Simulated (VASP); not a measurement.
Runs of VASP 6.6.1 on Cs. Symmetry: I4/mmm, No. 139, tetragonal system. Conventional cell: a = 5.500 Å, b = 5.500 Å, c = 8.194 Å, α = 90.00°, β = 90.00°, γ = 90.00°. This isn't the form of Cs at room conditions, which is bcc.

```tsv
cell	gap on the mesh (eV)	pressure (GPa)
I4/mmm, 123.95 Å³/atom	none	-0.1
I4/mmm, 114.03 Å³/atom	none	(a)
I4/mmm, 128.91 Å³/atom	none	-0.1
I4/mmm, 109.07 Å³/atom	none	0.2
```

Alike in all rows: task single point; level PBE; potentials or basis VASP PAW PBE potentials, release 64 (Cs_sv); no spin polarisation; k mesh 6 × 6 × 6; cutoff (eV) 520; smearing fermi-dirac 0.1 eV.

Q: Estimate the missing entries.

A: (a) 0.1.

A k mesh can miss the band edges, and the runs leave out spin-orbit coupling on Cs.

A gap of «none» marks a metal or a gap under the smearing width.
